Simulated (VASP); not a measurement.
A run of VASP 6.6.1:

The input run.py:

```python
from ase.calculators.vasp import Vasp
from ase.dft.bandgap import bandgap
from ase.io import read

atoms = read('KI.cif')
calc = Vasp(
    directory='calc',
    xc='pbe',
    pp='PBE',
    setups='gw',
    prec='Accurate',
    encut=550,
    ediff=1e-06,
    ismear=0,
    sigma=0.1,
    lreal=False,
    lasph=True,
    nelm=80,
    algo='Fast',
    isif=2,
    lwave=False,
    lcharg=False,
    kpts=[7, 7, 7],
    gamma=True,
)
atoms.calc = calc

print('energy (eV):', atoms.get_potential_energy())
print('free energy (eV):', atoms.get_potential_energy(force_consistent=True))
print('forces (eV/A):')
print(atoms.get_forces())
print('stress (eV/A^3, Voigt):', atoms.get_stress())
print('Fermi level (eV):', calc.get_fermi_level())
gap, top, bottom = bandgap(calc)
print('band gap (eV):', gap, 'from (spin, k, band)', top, 'to', bottom)
```

Contents of KI.cif:

```cif
data_KI
_cell_length_a 4.99609832
_cell_length_b 4.99609832
_cell_length_c 4.99609832
_cell_angle_alpha 60.00000000
_cell_angle_beta 60.00000000
_cell_angle_gamma 60.00000000
_space_group_name_H-M_alt 'P1'
_space_group_name_Hall 'P 1'
_space_group_IT_number 1
loop_
_space_group_symop_operation_xyz
'x,y,z'
loop_
_atom_site_label
_atom_site_type_symbol
_atom_site_symmetry_multiplicity
_atom_site_Wyckoff_symbol
_atom_site_fract_x
_atom_site_fract_y
_atom_site_fract_z
_atom_site_occupancy
I1 I 1 a 0.5000000000 0.5000000000 0.5000000000 1
K1 K 1 a 0.0000000000 0.0000000000 0.0000000000 1
```

Potentials or basis: VASP PAW PBE potentials, release 64 (I_GW, K_sv_GW).

Run with:

```console
$ python run.py
```

Hardware: 1 thread of Intel(R) Xeon(R) Platinum 8488C (Sapphire Rapids), on a shared host.

Question: Estimate the wall time of this run.

Answer: Wall time 31 s on 1 thread of Intel(R) Xeon(R) Platinum 8488C (Sapphire Rapids), on a shared host, peak memory 0.24 GiB. Counts: scf iterations 14, k points 20.
